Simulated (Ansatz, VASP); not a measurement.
# C (Diamond) in two plane-wave programs

One calculation is typed for both programs; each brings its own data sets and cutoff. How far apart do they land? The cell is taken from a series of VASP runs on this material, whose earlier steps may have relaxed, scaled or displaced it; both programs get it as it stands.

Program: Ansatz 0.2.0. Level of theory: plane waves, with VASP 6.6.1 beside it; zone-centre phonons at LDA and relaxation of cell and atoms at HSE06. Results are calculated unless marked as measured.

## Step 1: The structure

It takes space group Fd-3m (No. 227, cubic). Conventional cell: a = 3.536 Å, b = 3.536 Å, c = 3.536 Å, α = 90.00°, β = 90.00°, γ = 90.00°. Nearest to C lie 4 C at 1.53 Å.

Coordinates:

```cif
data_structure
_symmetry_space_group_name_H-M 'Fd-3m:1'
_symmetry_Int_Tables_number 227
_cell_length_a 3.5358
_cell_length_b 3.5358
_cell_length_c 3.5358
_cell_angle_alpha 90.000
_cell_angle_beta 90.000
_cell_angle_gamma 90.000
_cell_volume 44.20
loop_
_atom_site_label
_atom_site_type_symbol
_atom_site_symmetry_multiplicity
_atom_site_Wyckoff_symbol
_atom_site_fract_x
_atom_site_fract_y
_atom_site_fract_z
_atom_site_occupancy
C1 C 8 a 0.25000 0.25000 0.25000 1
```

## Step 2: Ansatz: zone-centre phonons, LDA

Ansatz runs on its default PAW (the set named soft_2) files.

Second derivatives magnify differences that forces hide, and they need a tight electronic threshold.

input.yaml

```yaml
crystal:
  lattice:
    - [0.0, 1.7679029686, 1.7679029686]
    - [1.7679029686, 0.0, 1.7679029686]
    - [1.7679029686, 1.7679029686, 0.0]
  atoms:
    - { symbol: C, position: [0.75, 0.75, 0.75] }
    - { symbol: C, position: [0.5, 0.5, 0.5] }
hamiltonian:
  xc: lda
  pseudopotentials: { kind: paw }
kpoints:
  mp_grid: { grid: [14, 14, 14] }
scf:
  occupations: { method: fixed }
phonons:
  method: dfpt
  qpoints: [[0, 0, 0]]
  dielectric: true
  rigid_motions: translations
```

Launch:

```
$ ansatz run input.yaml --threads 4 --pin off --max-ram 9216MiB --backend cpu --events-out ev --progress --plain --runs-dir out
```

Numbers of over 12 decimals in the logs are rounded to 6 here.

Log:

```text
Engine: ansatz 0.2.0, x86_64-unknown-linux-gnu
Pseudopotentials: kind: paw
Pseudopotential: C, paw, valence charge 4, recommended cutoff 420 eV (normal), C.paw.azcp
Functional definition: SPW92
  exchange = slater_x
  correlation = pw_c
Crystal: 2 atoms, lattice volume = 11.051 Å³
Basis set: ecut = 420 eV, 181 PW (Γ), exchange–correlation on 40×40×40 points (8 copies of the dense FFT grid, shifted against one another)
Bands: 8, of which v1, the nominal top of the filled ones, is band 4 counted from 1 (3 counted from 0)
Symmetry: 48 space group operations
k-points: 428 of 2744 (irreducible under 4 space group operations, time reversal used)
Non-local potential: C, projectors of the file, l = 0: 2, l = 1: 2, l = 2: 1
PAW form: soft (Blöchl's): semilocal exchange-correlation on the pseudo side does not see the compensation charge
PAW frozen core: C, regenerated for the run's functional, and the local potential with it (the file was generated under x = pbe(κ = 0.804, μ = 0.219515), c = pbe(β = 0.066725))
PAW one-centre angular grid: C, 110 points (default); XC on 64 Gauss nodes
Initial density: superposition of atomic densities (neutral atoms: chi_scale 0, normalization atom), corrected by the library's trained network
Initial wavefunctions: pseudopotential atomic-orbital guess
Functional: x = slater, c = lda
SCF iter   1: F=—  HF=-485.985724 eV  |F-HF|=—  |Δ(HF+E_count)|=         —  Δρ=7.43e-3  dr2=2.25e-3  ethr=1.77e-3  ⟨swp⟩=3.9  Hψ=20197  notcnv=0  defer=736
preconditioner: auto → none  [insulator: Δε(μ)=4.153 eV  Ē_g=19.866 eV  n_scr=0 (ndim 8)  ℏωp=31.6 eV  f_vac=0.000  ε∞_Penn≈3.5]
SCF iter   2: F=—  HF=-485.985156 eV  |F-HF|=—  |Δ(HF+E_count)|=   5.68e-4  Δρ=3.51e-3  dr2=4.79e-4  ethr=2.81e-5  ⟨swp⟩=1.1  Hψ=6875  notcnv=0  defer=734
SCF iter   3: F=—  HF=-485.985024 eV  |F-HF|=—  |Δ(HF+E_count)|=   1.32e-4  Δρ=9.13e-5  dr2=5.96e-7  ethr=5.98e-6  ⟨swp⟩=1.9  Hψ=4045  notcnv=0  defer=847
SCF iter   4: F=—  HF=-485.985024 eV  |F-HF|=—  |Δ(HF+E_count)|=   1.38e-7  Δρ=2.44e-5  dr2=3.01e-8  ethr=7.45e-9  ⟨swp⟩=2.8  Hψ=5057  notcnv=0
SCF iter   5: F=—  HF=-485.985024 eV  |F-HF|=—  |Δ(HF+E_count)|=  5.86e-10  Δρ=5.83e-6  dr2=3.31e-9  ethr=3.76e-10  ⟨swp⟩=2.1  Hψ=5025  notcnv=0
SCF iter   6: F=-485.985024 eV  HF=-485.985024 eV  |F-HF|=5.68e-13  |Δ(HF+E_count)|=   1.35e-9  Δρ=3.86e-7  dr2=3.21e-12  ethr=1.25e-12  ⟨swp⟩=5.2  Hψ=20308  notcnv=0
SCF 1 converged in 6 iterations: F = -485.985024 eV  dr2 = 3.21e-12
  greatest PAW one-centre occupation: 0.640 electrons in one spin orbital (limit 2), on the C atom at site 1 (counted from 0), in its partial waves of l = 0
NSCF: frozen V_eff on 2 k-points
DFPT response loops at Γ: preconditioner auto → none (the input reference at scf.mixing.eps_inf says where Resta's filter doesn't serve); β = 0.50; Broyden in place of MSR1
SCF converged after 6 iterations
Free energy (F): -485.985024 eV
Harris-Foulkes:  -485.985024 eV  (|F-HF|=5.68e-13)
Internal energy: -485.985024 eV  (E = F + TS)
E sigma→0 (E₀):  -485.985024 eV
Fermi energy:    13.539799 eV
--- Per-component energies (eV) ---
  E_band       = 35.727391
  E_kinetic    = 186.259603
  E_local      = -122.466319  (includes V_loc(G=0)·N_el)
  E_nonlocal   = 55.728081
  E_hartree    = 26.205431
  E_xc         = -97.147561
  E_vxc        = -120.949909  (∫ρ·V_xc dr)
  E_paw        = -183.684333  (= ΣΔE_a)
  E_vpaw       = -15.254945  (= ΣTr[D̂ρ^β])
  E_aug_tail   = 0.000017  (compensation charges beyond the density's cutoff)
  E_ewald      = -351.005608
  E_core_change = 0.125665  (= ΣΔE_core)
  E_smearing   = -0.000000  (= −TS)
  E_closure    = 0.000000  (closes the sum)
  Σ components = -485.985024   (vs F -485.985024, Δ=0.00e0)
--- Band table (eV; the first three rows and the last of 428) ---
  k-point 0: bands = ["-8.1425", "13.5398", "13.5398", "13.5398", "19.1535", "19.1535", "19.1535", "27.6329"]
  k-point 1: bands = ["-7.9990", "12.5915", "13.2868", "13.2868", "19.4764", "19.4764", "19.7320", "27.7157"]
  k-point 2: bands = ["-7.5693", "10.5266", "12.7042", "12.7042", "20.2363", "20.2363", "20.7617", "27.9564"]
  k-point 427: bands = ["0.7371", "2.1385", "4.5469", "5.9165", "23.2726", "24.3435", "26.4418", "26.7415"]
--- Phonons (Γ-DFPT): 1 representative perturbation + reference, on 428 of 2744 k-points (Σ response iterations 3) ---
  k mesh reduced under 4 symmetry operations, with k and −k counted as one. Each operation leaves every solved perturbation unchanged. A smaller set is not considered because the run solves the response to a homogeneous field
  ASR residual: 2.391e-5 → 0.000e0 eV/Å²; symmetrization residual: 1.218e-13 eV/Å²
  ASR residual per site (eV/Å²): 2.39e-5 2.39e-5
  Γ frequencies (cm⁻¹): 0.00 0.00 0.00 1318.75 1318.75 1318.75
  ε∞ (high-frequency dielectric tensor):
        5.769656    -0.000000     0.000000
        0.000000     5.769656     0.000000
        0.000000     0.000000     5.769656
  ε⁰ (static dielectric tensor: ions relaxed, cell fixed):
        5.769656    -0.000000     0.000000
        0.000000     5.769656     0.000000
        0.000000     0.000000     5.769656
  ε⁰ − ε∞ (ionic part):
        0.000000    -0.000000     0.000000
       -0.000000     0.000000     0.000000
        0.000000     0.000000     0.000000
  softest optical mode at Γ: 1318.75 cm⁻¹; the repairs (sum rule, projections) moved no ω² at Γ by more than (0.74 cm⁻¹)²
  Born effective charges Z* (e; rows j = field, columns β = displacement):
    site 0:
         0.00000   -0.00000    0.00000
        -0.00000    0.00000   -0.00000
         0.00000    0.00000    0.00000
    site 1:
         0.00000    0.00000   -0.00000
         0.00000    0.00000    0.00000
         0.00000    0.00000    0.00000
  Z* charge neutrality: 1.331e-5 e pre-enforcement
  k-mesh period / interband length: 35.0 Å / 1.74 Å = 20.06 at k = (0.0000, 0.0000, 0.0000), direct gap 5.614 eV — 14 or more, which is no proof of convergence
  optical modes at Γ without the LO–TO term, one row a degenerate level:
      ω (cm⁻¹)  modes    IR ((D/Å)²/amu)
       1318.75      3             0.0000
  optical modes at Γ + LO–TO along q̂ = [1.0000, 0.0000, 0.0000]:
      ω (cm⁻¹)  modes    IR ((D/Å)²/amu)
       1318.75      3             0.0000
  optical modes at Γ + LO–TO along q̂ = [0.0000, 1.0000, 0.0000]:
      ω (cm⁻¹)  modes    IR ((D/Å)²/amu)
       1318.75      3             0.0000
  optical modes at Γ + LO–TO along q̂ = [0.0000, 0.0000, 1.0000]:
      ω (cm⁻¹)  modes    IR ((D/Å)²/amu)
       1318.75      3             0.0000
--- Phonons (arbitrary-q DFPT): 1 explicit q-point ---
  q = [0, 0, 0] (of the zone-centre solve; hermiticity 7.40e-16, symmetrization 2.89e-15): -0.00 -0.00 0.00 1318.75 1318.75 1318.75
  sum rule: each row above includes the acoustic sum rule's correction from the zone centre's row sums; it moved no ω² by more than (0.74 cm⁻¹)²
```

The job ended after 3.7 s (4 threads of Intel Xeon at 2.60GHz (Ice Lake), shared host; peak memory 0.44 GiB; 12 s of CPU time).

(Part 1 of 3 ends here.)

[Lines on the potential files, build, host, timing and source positions are cut from VASP's logs without a mark.]

[Logs are printed without paths, hosts, clocks, repeated set-up lines and the standing remarks that a program may print on its own settings, such as how far it seeks lower states.]

[Hosts, paths, dates, database ids (printed as entryN), source tags and the programs' standing remarks are cut or masked in the printed files.]
